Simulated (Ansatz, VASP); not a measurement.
**Ta: VASP beside Ansatz**

```
CELL_PARAMETERS angstrom
0.00000 3.19081 3.19081
3.19081 0.00000 3.19081
3.19081 3.19081 0.00000
ATOMIC_POSITIONS crystal
Ta 0.12500 0.12500 0.12500
Ta 0.87500 0.87500 0.87500
```

Alike in both runs: task single point; functional revPBE; k mesh 10 × 10 × 10; occupations fermi-dirac, width 0.1 eV; no spin polarisation.

|  | VASP | Ansatz |
| --- | --- | --- |
| version | VASP 6.6.1 | Ansatz 0.2.0 |
| potentials or method | VASP PAW PBE potentials, release 64 (Ta_pv) | plane waves (420 eV) with PAW, scalar-relativistic |
| plane-wave cutoff (eV) | 520 | 420 |
| valence electrons in the cell | 22 | 26 |

|  | VASP | Ansatz | Ansatz less VASP |
| --- | --- | --- | --- |
| pressure (GPa) | -6.2 | -6.2 | +0.02 |

With one functional, cell and mesh, what is left measures potentials, basis and numerics. The two sets of potentials don't hold the same shells in valence.

Caveats: the PAW data sets were made with another functional, which shifts forces and pressure a little (VASP). Spin-orbit coupling is left out, which matters for the levels of Ta.
